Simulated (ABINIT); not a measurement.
# Dielectric function and optical constants of GaP

Aim: the dielectric function of GaP, and the optical constants that follow from it.

Program: ABINIT 10.8.3. Level of theory: DFT, PBE, plane waves with norm-conserving potentials (PseudoDojo), scalar-relativistic, independent-particle linear optical response without local fields. Results are calculated unless marked as measured.

### Step 1. The structure

It takes space group F-43m (No. 216, cubic). Conventional cell: a = 5.451 Å, b = 5.451 Å, c = 5.451 Å, α = 90.00°, β = 90.00°, γ = 90.00°. Nearest to Ga lie 4 P at 2.36 Å. P has 4 Ga at 2.36 Å nearest. Farther neighbours are not listed.

### Step 2. Ground state, bands and velocity matrix elements

The self-consistent density comes first; it also tells whether there is a gap, which decides the occupations and the need for a Drude term.

This step: DFT, PBE, plane waves with norm-conserving potentials (PseudoDojo), scalar-relativistic, ground state, bands at fixed density and velocity matrix elements (ABINIT 10.8.3).

File run.abi:

```
# ground state, bands on a dense mesh, and the derivatives d/dk of the wave functions
ndtset 3

ngkpt1 7 7 7
shiftk1 0.0 0.0 0.0
tolvrs1 1.0d-12
nband1 13
prtden1 1

iscf2 -2
getden2 1
ngkpt2 11 11 11
shiftk2 0.0 0.0 0.0
kptopt2 1
nband2 31
nbdbuf2 4
tolwfr2 1.0d-14

optdriver3 8
wfk_task3 "wfk_ddk"
prtevk3 1
getwfk3 2
getden3 1
iscf3 -2
ngkpt3 11 11 11
shiftk3 0.0 0.0 0.0
kptopt3 1
nband3 31

nshiftk 1
occopt 3
tsmear 0.001837
ecut 45.0
nstep 80
iomode 3
chksymbreak 0
chkprim 0
chksymtnons 0
acell 3*1.0 Angstrom
rprim
  0.000000000000 2.725250000000 2.725250000000
  2.725250000000 0.000000000000 2.725250000000
  2.725250000000 2.725250000000 0.000000000000
natom 2
ntypat 2
znucl 31 15
typat 1 2
xred
  0.000000000000 0.000000000000 0.000000000000
  0.750000000000 0.750000000000 0.750000000000
pseudos "Ga.upf, P.upf"
```

Started as:

```
$ mpirun -n 4 abinit run.abi
```

Numbers of over 12 decimals in the logs are rounded to 6 here.

The program printed:

```text
DATASET    1 : space group F-4 3 m (#216); Bravais cF (face-center cubic)
 DATASET    2 : space group F-4 3 m (#216); Bravais cF (face-center cubic)
 DATASET    3 : space group F-4 3 m (#216); Bravais cF (face-center cubic)
            ngfft          45      45      45
                         0.06997    0.06997    0.06997    0.03499    0.01749    0.06997
                         0.06997    0.03499    0.01749    0.03499    0.06997    0.13994
                         0.00451    0.01803    0.01803    0.01803    0.01803    0.01803
                         0.01803    0.01803    0.01803    0.00902    0.00451    0.01803
                         0.01803    0.01803    0.01803    0.01803    0.01803    0.00902
                         0.00451    0.01803    0.01803    0.01803    0.01803    0.00902
                         0.00451    0.01803    0.01803    0.00902    0.00451    0.00902
                         0.01803    0.03606    0.03606    0.03606    0.01803    0.03606
                         0.03606    0.03606    0.03606    0.01803    0.01803    0.03606
                         0.00451    0.01803    0.01803    0.01803    0.01803    0.01803
                         0.01803    0.01803    0.01803    0.00902    0.00451    0.01803
                         0.01803    0.01803    0.01803    0.01803    0.01803    0.00902
                         0.00451    0.01803    0.01803    0.01803    0.01803    0.00902
                         0.00451    0.01803    0.01803    0.00902    0.00451    0.00902
                         0.01803    0.03606    0.03606    0.03606    0.01803    0.03606
                         0.03606    0.03606    0.03606    0.01803    0.01803    0.03606
== DATASET  1 ==================================================================
 Real(R)+Recip(G) space primitive vectors, cartesian coordinates (Bohr,Bohr^-1):
 R(1)=  0.0000000  5.1499761  5.1499761  G(1)= -0.0970878  0.0970878  0.0970878
 R(2)=  5.1499761  0.0000000  5.1499761  G(2)=  0.0970878 -0.0970878  0.0970878
 R(3)=  5.1499761  5.1499761  0.0000000  G(3)=  0.0970878  0.0970878 -0.0970878
 Unit cell volume ucvol=  2.7317795E+02 bohr^3
 Angles (23,13,12)=  6.00000000E+01  6.00000000E+01  6.00000000E+01 degrees
 getcut: wavevector=  0.0000  0.0000  0.0000  ngfft=  45  45  45
     iter   Etot(hartree)      deltaE(h)  residm     vres2
 ETOT  1  -81.661718206711    -8.166E+01 6.884E-01 1.665E+03
 ETOT  2  -83.165353949498    -1.504E+00 6.525E-02 2.237E+03
 ETOT  3  -83.388476209466    -2.231E-01 9.799E-03 3.396E+02
 ETOT  4  -83.416409603214    -2.793E-02 5.733E-03 1.038E+02
 ETOT  5  -83.428095130266    -1.169E-02 8.500E-04 3.242E+00
 ETOT  6  -83.428486399420    -3.913E-04 5.264E-04 2.263E-02
 ETOT  7  -83.428489116699    -2.717E-06 6.210E-05 4.755E-03
 ETOT  8  -83.428489737791    -6.211E-07 4.364E-05 2.372E-05
 ETOT  9  -83.428489740802    -3.011E-09 5.237E-06 1.572E-06
 ETOT 10  -83.428489741001    -1.994E-10 3.839E-06 3.696E-09
 ETOT 11  -83.428489740997     3.780E-12 4.606E-07 1.120E-10
 ETOT 12  -83.428489740997     8.242E-13 3.404E-07 3.404E-12
 ETOT 13  -83.428489740997    -4.832E-13 4.090E-08 1.664E-13
 At SCF step   13       vres2   =  1.66E-13 < tolvrs=  1.00E-12 =>converged.
 Cartesian components of stress tensor (hartree/bohr^3)
  sigma(1 1)= -8.89340203E-05  sigma(3 2)=  0.00000000E+00
  sigma(2 2)= -8.89340203E-05  sigma(3 1)=  0.00000000E+00
  sigma(3 3)= -8.89340203E-05  sigma(2 1)=  0.00000000E+00
 Mean square residual over all n,k,spin=   29.795E-11; max=  40.903E-09
 Fermi (or HOMO) energy (hartree) =   0.18848   Average Vxc (hartree)=  -0.36123
 Eigenvalues (hartree) for nkpt=  20  k points:
 kpt#   1, nband= 13, wtk=  0.00292, kpt=  0.0000  0.0000  0.0000 (reduced coord)
  -0.37537   -0.37537   -0.37537   -0.37180   -0.37180   -0.29917    0.15995    0.15995
   0.15995    0.22675    0.30290    0.30290    0.30290
   2.00000    2.00000    2.00000    2.00000    2.00000    2.00000    2.00000    2.00000
   2.00000    0.00000    0.00000    0.00000    0.00000
kinetic             :  6.52436278989643E+01
hartree             :  2.61222198649849E+01
xc                  : -2.30136477029544E+01
Ewald energy        : -4.82388119106609E+01
psp_core            :  2.15814399552328E+00
local_psp           : -6.85144407636576E+01
non_local_psp       : -3.71855811229953E+01
internal            : -8.34284897407958E+01
'-kT*entropy'       : -2.01257089786207E-10
total_energy        : -8.34284897409970E+01
total_energy_eV     : -2.27020485826113E+03
 Cartesian components of stress tensor (hartree/bohr^3)
  sigma(1 1)= -8.89340203E-05  sigma(3 2)=  0.00000000E+00
  sigma(2 2)= -8.89340203E-05  sigma(3 1)=  0.00000000E+00
  sigma(3 3)= -8.89340203E-05  sigma(2 1)=  0.00000000E+00
-Cartesian components of stress tensor (GPa)         [Pressure=  2.6165E+00 GPa]
== DATASET  2 ==================================================================
 Real(R)+Recip(G) space primitive vectors, cartesian coordinates (Bohr,Bohr^-1):
 R(1)=  0.0000000  5.1499761  5.1499761  G(1)= -0.0970878  0.0970878  0.0970878
 R(2)=  5.1499761  0.0000000  5.1499761  G(2)=  0.0970878 -0.0970878  0.0970878
 R(3)=  5.1499761  5.1499761  0.0000000  G(3)=  0.0970878  0.0970878 -0.0970878
 Unit cell volume ucvol=  2.7317795E+02 bohr^3
 Angles (23,13,12)=  6.00000000E+01  6.00000000E+01  6.00000000E+01 degrees
 getcut: wavevector=  0.0000  0.0000  0.0000  ngfft=  45  45  45
 Mean square residual over all n,k,spin=   52.553E-16; max=  99.814E-16
 Eigenvalues (hartree) for nkpt=  56  k points:
 kpt#   1, nband= 31, wtk=  0.00075, kpt=  0.0000  0.0000  0.0000 (reduced coord)
  -0.37537   -0.37537   -0.37537   -0.37180   -0.37180   -0.29917    0.15995    0.15995
   0.15995    0.22675    0.30290    0.30290    0.30290    0.48378    0.51749    0.51749
   0.61771    0.61771    0.61771    0.74209    1.04992    1.04992    1.04992    1.15711
   1.15711    1.16043    1.16043    1.16043    1.25107    1.25107    1.25107
== DATASET  3 ==================================================================
            ngfft          45      45      45
[...]
0.03606    0.03606    0.03606    0.01803    0.01803    0.03606
                         0.00451    0.01803    0.01803    0.01803    0.01803    0.01803
                         0.01803    0.01803    0.01803    0.00902    0.00451    0.01803
                         0.01803    0.01803    0.01803    0.01803    0.01803    0.00902
                         0.00451    0.01803    0.01803    0.01803    0.01803    0.00902
                         0.00451    0.01803    0.01803    0.00902    0.00451    0.00902
                         0.01803    0.03606    0.03606    0.03606    0.01803    0.03606
                         0.03606    0.03606    0.03606    0.01803    0.01803    0.03606
[shortened to cell, iterations, levels, energies and stress; the echo of variables, forces, comments, warnings and credits are left out]
```

Run time: 56 s. Hardware: 4 MPI ranks of Intel Xeon Platinum 8488C (Sapphire Rapids), shared host; peak memory 0.12 GiB.

Numbers from this step:

```
total energy           : -83.43 Ha
gap on the k-mesh      : 1.608 eV
direct gap on the mesh : 1.818 eV
```

There is a gap, 1.61 eV on this mesh (points off the mesh can give less), so no carriers' term is needed.

### Step 3. Optical response

The spectrum is a sum over vertical transitions between filled and empty bands at the fixed density, so many empty bands are needed.

This step: DFT, PBE, plane waves with norm-conserving potentials (PseudoDojo), scalar-relativistic, independent-particle linear optical response without local fields (ABINIT 10.8.3).

File optic.abi:

```
&FILES
 ddkfile_1 = 'runo_DS3_1_EVK.nc',
 ddkfile_2 = 'runo_DS3_2_EVK.nc',
 ddkfile_3 = 'runo_DS3_3_EVK.nc',
 wfkfile = 'runo_DS2_WFK.nc'
/
&PARAMETERS
 broadening = 0.001837,
 domega = 0.0020212,
 maxomega = 0.80849,
 scissor = 0.0,
 tolerance = 0.002,
 nband_sum = 27
/
&COMPUTATIONS
 num_lin_comp = 1,
 lin_comp = 11,
 num_nonlin_comp = 0,
 num_linel_comp = 0,
 num_nonlin2_comp = 0
/
```

Started as:

```
$ optic optic.abi
```

The program printed:

```text

 OPTIC has originally been developed by
 S. Sharma, J. K. Dewhurst and C. Ambrosch-Draxl, Phys. Rev. B 67, 165332 (2003), and
 S. Sharma and C. Ambrosch-Draxl, Physica Scripta T 109 (2004).

 rprimd(bohr)      =   0.00000   5.14998   5.14998
                       5.14998   0.00000   5.14998
                       5.14998   5.14998   0.00000
 natom             =       2
 nkpt,mband        =      56      31
 ecut              =  45.00000 Ha
 newocc: new Fermi energy is       0.188858 , with nelect=     18.000000, Number of bisection calls: 23
 Fermi level: 5.1391  (eV)

 fermie            =   0.18886 Ha   5.13908 eV
 Scissor shift     =   0.00000 Ha
 Tolerance on closeness to singularities     =   0.00200 Ha
 Smearing factor      =   0.00184 Ha
 Will use the antiresonant approximation (meaning that the antiresonant terms are neglected)
 Will not perform the bands decomposition
 linear coeffs to be calculated :
 11
 non-linear coeffs to be calculated :

 electronic part of electro-optic coeffs to be calculated :

 non-linear coeffs (V2) to be calculated :

 linear optic matrix elements will be printed :0
 optic : Call pmat2cart
 No scissor shift to be applied. Returning to main optic routine.
 optic : Call linopt
  linopt            1           1
 calculated the component:           1           1   of dielectric function
  with broadening:         (0.000000,1.83700000000000009E-003)
 and scissors shift:   0.000000
 energy window:   44.384575      eV   1.631103      Ha
 optic : Call nlinopt
 optic : Call linelop
 optic : Call nonlinopt

================================================================================

 Calculation completed.
-
program: optic
version: 10.8.3
start_datetime:
end_datetime:
overall_cpu_time:           0.1
overall_wall_time:           0.1
mpi_procs: 1
omp_threads: 1
...
```

It took 0.74 s on 1 thread; peak memory 0.05 GiB.

Numbers from this step:

* electronic dielectric constant ε∞, mean over x, y and z (by symmetry where fewer were run): 11.04
* centre of weight of the strongest loss peak in the window: 15.94 eV

The Im ε, E ∥ x has structure finer than the step of the table below, so its rows give means over 1 eV, whole bins alone (the curve runs from 0.0550 to 21.9 eV). Peaks (eV: height): 2.8: 25.7, 4.5: 53.4, 5.2: 30.4.

Sum at mesh points, not converged in k; values under the direct gap are tails of Lorentzian lines. Im ε, E ∥ x against photon energy; means over each step:

```
photon energy (eV)  Im ε, E ∥ x
                 1       0.0896
                 2         1.33
                 3         9.38
                 4         22.0
                 5         16.1
                 6         8.60
                 7         5.17
                 8         2.91
                 9         2.09
                10         1.43
                11        0.911
                12        0.672
                13        0.469
                14        0.315
                15        0.267
                16        0.200
                17        0.251
                18        0.257
                19        0.314
                20        0.289
                21        0.219
```

The reflectivity at normal incidence, E ∥ x has structure finer than the step of the table below, so its rows give means over 0.5 eV, whole bins alone (the curve runs from 0.0550 to 21.9 eV). Peaks (eV: height): 4.56: 79.1, 5.99: 76.7, 7.42: 70.6, 7.75: 70.3, 10.89: 73.4, 12.43: 71.5, 13.97: 70.3.

Sum at mesh points, not converged in k. The reflectivity at normal incidence, E ∥ x by photon energy; means over each step:

```csv
photon energy (eV),"reflectivity at normal incidence, E ∥ x (%)"
0.5,29.2
1.0,30.1
1.5,32.2
2.0,34.2
2.5,40.8
3.0,40.6
3.5,42.4
4.0,46.8
4.5,65.9
5.0,46.0
5.5,63.1
6.0,66.8
6.5,56.1
7.0,57.7
7.5,64.3
8.0,56.7
8.5,59.5
9.0,57.6
9.5,54.9
10.0,62.3
10.5,54.1
11.0,67.6
11.5,56.1
12.0,58.2
12.5,60.2
13.0,56.0
13.5,56.2
14.0,59.7
14.5,50.6
15.0,42.0
15.5,42.9
16.0,31.2
16.5,18.1
17.0,12.0
17.5,11.2
18.0,12.0
18.5,7.01
19.0,6.90
19.5,8.26
20.0,6.22
20.5,8.66
21.0,5.95
21.5,6.16
```

The loss function −Im 1/ε at q → 0, E ∥ x has structure finer than the step of the table below, so its rows give means over 0.5 eV, whole bins alone (the curve runs from 0.0550 to 21.9 eV). Peaks (eV: height): 14.90: 3.40, 15.45: 4.44, 15.95: 6.09, 17.87: 3.31, 19.52: 1.91, 20.62: 2.05.

Sum at mesh points, not converged in k; values under the direct gap are tails of Lorentzian lines. Table of loss function −Im 1/ε at q → 0, E ∥ x by energy loss; means over each step:

```csv
energy loss (eV),"loss function −Im 1/ε at q → 0, E ∥ x"
1.0,5.8e-4
1.5,0.00158
2.0,0.00464
2.5,0.00943
3.0,0.0332
3.5,0.0300
4.0,0.0295
4.5,0.0348
5.0,0.0696
5.5,0.0519
6.0,0.0617
6.5,0.101
7.0,0.105
7.5,0.0993
8.0,0.155
8.5,0.151
9.0,0.198
9.5,0.200
10.0,0.203
10.5,0.281
11.0,0.206
11.5,0.384
12.0,0.389
12.5,0.486
13.0,0.605
13.5,0.760
14.0,0.996
14.5,1.56
15.0,2.41
15.5,3.62
16.0,5.13
16.5,3.45
17.0,2.28
17.5,2.08
18.0,2.17
18.5,1.41
19.0,1.41
19.5,1.62
20.0,1.27
20.5,1.68
21.0,1.08
21.5,1.11
```

Optical constants at common wavelengths, from n + ik = √ε:

| wavelength (nm) | n | k | R (%) | 1/α |
| --- | --- | --- | --- | --- |
| 1064 | 3.47 | 0.015 | 30.5 | 5.7 µm |
| 800 | 3.63 | 0.032 | 32.3 | 2.0 µm |
| 532 | 4.29 | 0.155 | 38.7 | 273 nm |
| 405 | 3.99 | 0.671 | 37.0 | 48 nm |
| 365 | 3.96 | 1.267 | 39.5 | 23 nm |
| 248 | 2.65 | 2.569 | 46.8 | 7.7 nm |
| 193 | 1.35 | 2.546 | 55.0 | 6.0 nm |

Below the direct gap, k and the depth come from the tails of the Lorentzian lines, not from transitions.

Rows near the edge hang on the gap, which this functional as a rule makes too small, and phonon-assisted absorption is left out.

### Step 4. What came out

```yaml
electronic_dielectric_constant_eps_infinity_mean_over_x_y_and_z_by_symmetry_where_fewer_were_run_independent_particles: 11.0
centre_of_weight_of_the_strongest_loss_peak_in_the_window_first_axis: 15.9 eV
```

**Reading.** At this level (PBE, independent particles) GaP has ε∞ = 11.0 and n = 3.39 at 1550 nm. On the mesh the gap is 1.61 eV and the least direct gap 1.82 eV, so on this mesh the band edges lie at different points. Excitons and phonon-assisted transitions are missing, and so are local fields; PBE gaps are as a rule too small, which pulls the onset down and ε∞ up. The sum runs over mesh points 0.18 Å⁻¹ apart with no interpolation, so peaks are partly noise of the mesh and static values carry its error. Besides steps told in other documents, this task had 1 run with a known fault of program or setting; those not told in a step above aren't shown.

[Logs are printed without paths, hosts, clocks, repeated set-up lines and the standing remarks that a program may print on its own settings, such as how far it seeks lower states.]

[Hosts, paths, dates, database ids (printed as entryN), source tags and the programs' standing remarks are cut or masked in the printed files.]
